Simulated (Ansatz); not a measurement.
Crystal: Cs.

```
CELL_PARAMETERS angstrom
-2.75008 2.75008 4.09724
2.75008 -2.75008 4.09724
2.75008 2.75008 -4.09724
ATOMIC_POSITIONS crystal
Cs 0.00000 0.00000 0.00000
```

This isn't the form of Cs at room conditions, which is bcc.

| Item | Value |
| --- | --- |
| Program | Ansatz 0.2.0 |
| Task | relaxation of cell and atoms |
| Functional | PBE |
| Potentials or basis | Ansatz PAW |
| Cutoff | 420 eV (not typed: the program's choice for these potentials) |
| k mesh | 7 × 7 × 7 |
| Occupations | fermi-dirac, width 0.05 eV |
| Spin | no spin polarisation |

At the start: volume 123.95 Å³/atom.

Task: How do energy, volume and symmetry change on relaxing?

Result: It ends after 4 steps and the volume is 115.52 Å³/atom (-6.8 %); space group I4/mmm (No. 139, to 0.05 Å).

The path:
| step | energy change (eV) | largest force (eV/Å) | volume (Å³) |
| --- | --- | --- | --- |
| 1 | 0.0000 | 0.0000 | 123.95 |
| 2 | -0.0004 | 0.0000 | 123.47 |
| 3 | -0.0031 | 0.0000 | 115.52 |
| 4 | -0.0031 | 0.0000 | 115.52 |

Final structure:
```
CELL_PARAMETERS angstrom
-2.70722 2.70722 3.94059
2.70722 -2.70722 3.94059
2.70722 2.70722 -3.94059
ATOMIC_POSITIONS crystal
Cs 0.00000 0.00000 0.00000
```

Caveat: the plane-wave basis is chosen anew once the cell has moved, so the energies of steps on either side of that aren't comparable.
